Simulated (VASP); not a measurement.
A run of VASP 6.6.1:

File INCAR:

```
SYSTEM = HgTe
ALGO = Normal ; EDIFF = 1E-7
EDIFFG = -0.01 ; ENCUT = 600
IBRION = 2 ; ISIF = 2
ISMEAR = 0 ; LASPH = .True.
LCHARG = .False. ; LMIXTAU = .True.
LREAL = .False. ; LWAVE = .False.
METAGGA = R2SCAN ; NELM = 80
NSW = 40 ; PREC = Accurate
SIGMA = 0.03
```

The input KPOINTS:

```
k-points
0
Gamma
  10 10 10
  0 0 0
```

File POSCAR:

```
HgTe                                    
1.0
    0.0000000000      3.3316227264      3.3316227264
    3.3316227264      0.0000000000      3.3316227264
    3.3316227264      3.3316227264      0.0000000000
  Hg              Te            
     1     1
Direct
     0.0000000000000000    0.0000000000000000    0.0000000000000000
     0.2500000000000000    0.2500000000000000    0.2500000000000000
```

Potentials or basis: VASP PAW PBE potentials, release 64 (Hg, Te).

The run is started by

```console
$ cat potpaw_PBE.64/Hg/POTCAR potpaw_PBE.64/Te/POTCAR > POTCAR
$ mpirun -np 1 vasp_std > vasp.out
```

Hardware: 1 thread of Intel(R) Xeon(R) Platinum 8488C (Sapphire Rapids), on a shared host.

**Question.** How long does it take, and how much memory?

**Answer.** Run time: 5.4 min on 1 thread of Intel(R) Xeon(R) Platinum 8488C (Sapphire Rapids) (shared host), peak memory 0.3 GiB. Counts: scf iterations 24, k points 47, ion steps 1.
